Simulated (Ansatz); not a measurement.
Runs of Ansatz 0.2.0 on KF (Carobbiite). The structure is cubic, space group Fm-3m (No. 225). Conventional cell: a = 5.344 Å, b = 5.344 Å, c = 5.344 Å, α = 90.00°, β = 90.00°, γ = 90.00°. K (site symmetry m-3m) is surrounded by 6 F at 2.67 Å. F (site symmetry m-3m) is surrounded by 6 K at 2.67 Å. 

```tsv
task	level	potentials or basis	spin	k mesh	cutoff (eV)	smearing	driver	gap on the mesh (eV)	pressure (GPa)	moment (μB)
single point	r2SCAN+rVV10	Ansatz PAW earlier set	collinear, ferromagnetic start	9 × 9 × 9	1050	fermi-dirac 0.15 eV	chain	(b)	-1.3	0.00
single point	r2SCAN-EpsX+D4	JTH PAW LDA	off	5 × 5 × 5	1500	gaussian 0.15 eV	-	12.10	-	-
single point	HSE03	JTH PAW LDA	collinear, ferromagnetic start	5 × 5 × 5	1500	methfessel-paxton 0.025 eV	chain	(a)	-	0.00
Born charges and dielectric tensor	PBE	PseudoDojo standard (PBEsol files)	off	9 × 9 × 9	1143	fixed	-	6.22	-	-
density of states	RPBE	PseudoDojo standard (LDA files)	off	9 × 9 × 9	1143	tetrahedron	-	6.62	3.7	-
```

Alike in all rows: cell as given.

Task: Estimate the missing entries.

Result: (a) 7.90; (b) 6.73.

Caveats: odd divisions of the mesh miss points on the zone boundary, where band edges often lie, so the gap on the mesh can be too wide; the PAW data sets were made with another functional, which shifts forces and pressure a little (some runs); the potentials were made for another functional, which shifts forces and pressure (some runs); the PAW data sets come from PBE, with cores solved anew for the run's functional, which leaves a small shift of forces and pressure (some runs).

A k mesh can miss the band edges.

Not every run made on this cell is shown here.
